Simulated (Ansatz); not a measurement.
Runs of Ansatz 0.2.0 on CsPbBr3. Symmetry: Pm-3m, No. 221, cubic system. Conventional cell: a = 5.870 Å, b = 5.870 Å, c = 5.870 Å, α = 90.00°, β = 90.00°, γ = 90.00°. Pb (site symmetry m-3m) has 6 Br at 2.94 Å as nearest neighbours. Cs (site symmetry m-3m) is surrounded by 12 Br at 4.15 Å. Br (site symmetry 4/mmm) is surrounded by 2 Pb at 2.94 Å. Measurements of this composition are mostly on another form, of space group No. 62.

```csv
task,level,cell,cutoff (eV),points for each segment of the path,gap on the mesh (eV),pressure (GPa),relaxed volume (Å³/atom)
band structure,r2SCAN,as given,500,14,-,(b),-
relaxation of cell and atoms,r2SCAN,relaxed,500,-,3.04,0.0,(a)
relaxation of cell and atoms,LDA,relaxed,420,-,2.46,0.0,38.30
relaxation of cell and atoms,PBEsol,relaxed,420,-,2.57,0.0,40.45
```

Alike in all rows: potentials or basis Ansatz PAW; no spin polarisation; k mesh 5 × 5 × 5; smearing fermi-dirac 0.05 eV.

Q: Fill in the values left out.

A: (a) 41.76; (b) 0.7.

Caveats: the PAW data sets come from PBE, with cores solved anew for the run's functional, which leaves a small shift of forces and pressure; odd divisions of the mesh miss points on the zone boundary, where band edges often lie, so the gap on the mesh can be too wide (some runs); the plane-wave basis is chosen anew once the cell has moved, so the energies of steps on either side of that aren't comparable (some runs); spin-orbit coupling is left out, which as a rule narrows the gap of such compounds by several tenths of an eV (some runs); spin-orbit coupling is left out, which moves the levels of the heavy elements (some runs).

A k mesh can miss the band edges, and the runs leave out spin-orbit coupling on Br, Cs, Pb.

Runs at the PBE level aren't shown here.
